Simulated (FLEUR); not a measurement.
Something may be wrong with this FLEUR MaX-R8.1 (later development tree) calculation of CuO.

inp.xml

```xml
<?xml version="1.0" encoding="UTF-8" standalone="no"?>
<fleurInput fleurInputVersion="0.39">
   <comment>
      CuO                                                                                                 
   </comment>
   <calculationSetup>
      <cutoffs Kmax="3.5" Gmax="17.5" GmaxXC="17.5" numbands="0"/>
      <scfLoop itmax="50" minDistance="0.00001" maxIterBroyd="15" imix="Anderson" alpha="0.05" precondParam="0.0" spinf="2.0" sdNocoIR="T"/>
      <coreElectrons ctail="T" frcor="F" kcrel="0" coretail_lmax="0"/>
      <xcFunctional name="pbe" relativisticCorrections="F"/>
      <magnetism jspins="1"/>
      <soc l_soc="F" theta="0.0" phi="0.0" spav="F"/>
      <expertModes spex="0" secvar="F"/>
      <geometryOptimization l_f="F" forcealpha="1.0" forcemix="BFGS" epsdisp="0.00001" epsforce="0.00001"/>
      <ldaU l_linMix="F" mixParam="0.05" spinf="1.0"/>
   </calculationSetup>
   <cell>
      <bzIntegration valenceElectrons="48.0" mode="hist" fermiSmearingEnergy="0.00183747">
         <kPointListSelection listName="default-1"/>
         <!-- k-points included here -->
         <xi:include xmlns:xi="http://www.w3.org/2001/XInclude" href="kpts.xml"> </xi:include>
      </bzIntegration>
      <!-- symmetry operations included here -->
      <xi:include xmlns:xi="http://www.w3.org/2001/XInclude" href="sym.xml"> </xi:include>
      <bulkLattice scale="1.0">
         <bravaisMatrix>
            <row-1>    5.4414681972927115     0.0000000000000000     0.0000000000000000</row-1>
            <row-2>    0.0738368115527736     5.4410496526248124     0.0000000000000000</row-2>
            <row-3>    0.0330614885510789     0.0325881395578954     9.7818634148972290</row-3>
         </bravaisMatrix>
      </bulkLattice>
   </cell>
   <atomSpecies>
      <species name="Copper (Cu)" element="Cu" atomicNumber="29">
         <mtSphere radius="1.9" gridPoints="635" logIncrement="0.019"/>
         <atomicCutoffs lmax="7" lnonsphr="5"/>
         <electronConfig flipSpins="F">
            <coreConfig>(1s1/2) (2s1/2) (2p1/2) (2p3/2)</coreConfig>
            <valenceConfig>(3s1/2) (3p1/2) (3p3/2) (4s1/2) (3d3/2) (3d5/2)</valenceConfig>
            <stateOccupation state="(4s1/2)" spinUp="0.500000" spinDown="0.500000"/>
         </electronConfig>
         <energyParameters s="4" p="4" d="3" f="4"/>
         <lo type="SCLO" l="0" n="3" eDeriv="0"/>
         <lo type="SCLO" l="1" n="3" eDeriv="0"/>
         <lo type="SCLO" l="1" n="3" eDeriv="1"/>
         <lo type="SCLO" l="2" n="3" eDeriv="2"/>
         <lo type="SCLO" l="3" n="4" eDeriv="2"/>
      </species>
      <species name="Oxygen (O)" element="O" atomicNumber="8">
         <mtSphere radius="1.45" gridPoints="487" logIncrement="0.022"/>
         <atomicCutoffs lmax="5" lnonsphr="3"/>
         <electronConfig flipSpins="F">
            <coreConfig>(1s1/2)</coreConfig>
            <valenceConfig>(2s1/2) (2p1/2) (2p3/2)</valenceConfig>
            <stateOccupation state="(2p1/2)" spinUp="0.666667" spinDown="0.666667"/>
            <stateOccupation state="(2p3/2)" spinUp="1.333333" spinDown="1.333333"/>
         </electronConfig>
         <energyParameters s="2" p="2" d="3" f="4"/>
         <lo type="SCLO" l="0" n="2" eDeriv="2"/>
         <lo type="SCLO" l="1" n="2" eDeriv="2"/>
         <lo type="SCLO" l="2" n="3" eDeriv="2"/>
      </species>
   </atomSpecies>
   <atomGroups>
      <atomGroup species="Copper (Cu)">
         <relPos label="                   1">.0000000000 1.000/2.000 .0000000000</relPos>
         <force calculate="T" relaxXYZ="TTT"/>
      </atomGroup>
      <atomGroup species="Copper (Cu)">
         <relPos label="                   2">1.000/2.000 .0000000000 1.000/2.000</relPos>
         <force calculate="T" relaxXYZ="TTT"/>
      </atomGroup>
      <atomGroup species="Oxygen (O)">
         <relPos label="                   3">-.0015760300 .0016717800 -.2501129000</relPos>
         <relPos label="                   4">.0015760300 -.0016717800 .2501129000</relPos>
         <force calculate="T" relaxXYZ="TTT"/>
      </atomGroup>
   </atomGroups>
   <output dos="F" band="F" slice="F">
      <checks vchk="F" cdinf="F"/>
      <bandDOS minEnergy="-.5*Htr" maxEnergy="0.5*Htr" sigma="0.015" storeEVData="T"/>
      <vacuumDOS vacdos="F" integ="F" star="F" nstars="0" locx1="0.0" locy1="0.0" locx2="0.0" locy2="0.0" nstm="0" tworkf="0.0"/>
      <unfoldingBand unfoldBand="F" supercellX="1" supercellY="1" supercellZ="1"/>
      <plotting iplot="0" polar="F">
         <plot TwoD="T" vec1="  1.0  0.0  0.0" vec2="  0.0  1.0  0.0" vec3="  0.0  0.0  1.0" zero="  0.0  0.0  0.0" file="plot"/>
      </plotting>
      <chargeDensitySlicing numkpt="0" minEigenval="0.0" maxEigenval="0.0" nnne="0" pallst="F"/>
      <specialOutput eonly="F"/>
      <moessbauerParams electricFieldGradient="T" isomerShift="T" coreHyperfine="T" valenceHyperfine="T"/>
      <magneticCircularDichroism mcd="F" energyLo="-10.0" energyUp="0.0"/>
   </output>
  <!-- We include the file relax.xml here to enable relaxations (see documentation) -->
  <xi:include xmlns:xi="http://www.w3.org/2001/XInclude" href="relax.xml"> <xi:fallback/> </xi:include>
</fleurInput>
```

Contents of crystal.txt:

```
CuO
&input cartesian=F /
2.8795009639  0.0000000000  0.0000000000
0.0390727580  2.8792794796  0.0000000000
0.0174953863  0.0172449008  5.1763391994
1.8897261246
1.0 1.0 1.0

4
29 0.0000000000  0.5000000000  0.0000000000
29 0.5000000000  0.0000000000  0.5000000000
8 0.9984239700  0.0016717800  0.7498871000
8 0.0015760300  0.9983282200  0.2501129000

&kpt div1=9 div2=9 div3=5 gamma=T /
```

Potentials or basis: all-electron, FLAPW.

The run is started by

```console
$ inpgen -f crystal.txt -profile veryFastHighL
$ # inp.xml edited to the form shown
$ fleur_MPI
```

Output:

```text
Welcome to FLEUR        (www.flapw.de)
      MaX-Release 8.1          (www.max-centre.eu)

 ========== k-point set info ==========
 Selected k-point list: default-1
 k-point list type: mesh
 9 x 9 x 5
 Number of k points: 203

 ------------Calculation Setup---------------------------
 Number of MPI-tasks      :            1
 Number of PE/node        :            1
 Number of OMP-threads    :            1
 Most efficient MPI parallelization for:
           1           7          29         203
 Additional eigenvalue parallelization possible
 Number of basis functions:          364
 Approximate size of matrices (H+S) per k-point:         0.002 GB
 --------------------------------------------------------
************FLEUR-Warning*****************
Error message: Starting density not charge neutral
Error occurred in subroutine: stden.f90
Hint: Your electronic configuration might be broken
Error from PE:0/1
*****************************************
Warnings not ignored. To make the warning nonfatal create a file 'JUDFT_WARN_ONLY' in the working directory or start FLEUR with the -warn_only command line option.
--------------------------------------------------------------------------
MPI_ABORT was invoked on rank 0 in communicator MPI_COMM_WORLD
  Errorcode: 1

NOTE: invoking MPI_ABORT causes Open MPI to kill all MPI processes.
You may or may not see output from other processes, depending on
exactly when Open MPI kills them.
--------------------------------------------------------------------------
```

Diagnose the run.

The input was rejected before any iteration. The input holds a flaw that was put in on purpose: valence electrons two too few.

A sound run on the same cell differs in these lines of the main input:
```diff
@@ -8 +8 @@
-      <scfLoop itmax="50" minDistance="0.00001" maxIterBroyd="15" imix="Anderson" alpha="0.05" precondParam="0.0" spinf="2.0" sdNocoIR="T"/>
+      <scfLoop itmax="60" minDistance="0.00001" maxIterBroyd="15" imix="Anderson" alpha="0.05" precondParam="0.0" spinf="2.0" sdNocoIR="T"/>
@@ -18 +18 @@
-      <bzIntegration valenceElectrons="48.0" mode="hist" fermiSmearingEnergy="0.00183747">
+      <bzIntegration valenceElectrons="50.0" mode="hist" fermiSmearingEnergy="0.00183747">
```
